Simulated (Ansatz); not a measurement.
Reaction (formal loss of a carbene): `C/N=C(\N)O` → `[CH2]` (triplet) + `N=C(N)O`

Program: Ansatz. Geometries: PBE0-D4/def2-TZVP. ΔE: electronic, gas phase. CCSD(T)/CBS adds triple-zeta CCSD(T) − MP2 to the extrapolated MP2 energy (def2 sets, frozen cores). This one scheme is used for every species. Functionals use def2-TZVPP. HSE06 is defined as in plane-wave codes. Triplets are unrestricted, without spin–orbit coupling. Each species was taken in one conformer, which may not be the lowest.

(1) Is it downhill or uphill in electronic energy at CCSD(T)/CBS, and by how much? (An estimate is asked.)

(2) What do these levels give: revPBE-D4, B2PLYP, PBE0, HSE06, RPA@PBE/def2-TZVPP, MP2/def2-SVP? (An estimate is asked.)

Largest T1 diagnostic among the species: 0.013.

## Answers

(1) Ansatz gave: Uphill: ΔE = +4.32 eV.

(2) Computed: revPBE-D4 4.28, B2PLYP 4.24, PBE0 4.26, HSE06 4.27, RPA@PBE/def2-TZVPP 4.15, MP2/def2-SVP 4.28 eV.

In def2-TZVPP, CCSD(T) changes the Hartree–Fock value by +1.42 eV (the triples alone add +0.12 eV) and MP2 by +1.55 eV. From PBE to PBE0 (25 % exact exchange), in def2-TZVPP and without D4, ΔE moves by −0.09 eV. The D4 term adds +0.10 eV with B3LYP and +0.06 eV with PBE0; it sums over pairs of atoms, weighted by their polarisabilities, and B3LYP, whose exchange is more repulsive, gets the larger term.

B3LYP here is the variant with VWN-RPA as its local correlation; programs differ in this.
